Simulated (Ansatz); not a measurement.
Pt:

```
Pt
1.0
     2.76067    0.00000    0.00000
    -1.38033    2.39081    0.00000
     0.00000    0.00000    4.79213
Pt
2
Direct
  0.33333 0.66667 0.25000
  0.66667 0.33333 0.75000
```

This isn't the form of Pt at room conditions, which is fcc.

| Item | Value |
| --- | --- |
| Program | Ansatz 0.2.0 |
| Task | relaxation of cell and atoms |
| Functional | B3LYP |
| Potentials or basis | Ansatz PAW |
| Cutoff | 420 eV (not typed: the program's choice for these potentials) |
| k mesh | 6 × 6 × 3 |
| Occupations | fermi-dirac, width 0.05 eV |
| Spin | no spin polarisation |

At the start: volume 15.81 Å³/atom.

Task: Where does the relaxation end?

Result: It ends after 4 steps and the volume is 16.03 Å³/atom (+1.4 %); space group P6_3/mmc (No. 194, to 0.05 Å).

Step by step:
| step | energy change (eV) | largest force (eV/Å) | volume (Å³) |
| --- | --- | --- | --- |
| 1 | 0.0000 | 0.0000 | 31.63 |
| 2 | -0.0045 | 0.0000 | 32.10 |
| 3 | -0.0046 | 0.0000 | 32.07 |
| 4 | -0.0047 | 0.0000 | 32.07 |

Final structure:
```
Pt
1.0
     2.76801    0.00000    0.00000
    -1.38401    2.39717    0.00000
     0.00000    0.00000    4.83271
Pt
2
Direct
  0.33333 0.66667 0.25000
  0.66667 0.33333 0.75000
```

Caveat: the k mesh is coarse (spacing up to 0.44 Å⁻¹), so the values aren't converged, least of all with exact exchange; the plane-wave basis is chosen anew once the cell has moved, so the energies of steps on either side of that aren't comparable; the PAW data sets come from PBE, with cores solved anew for the run's functional, which leaves a small shift of forces and pressure.
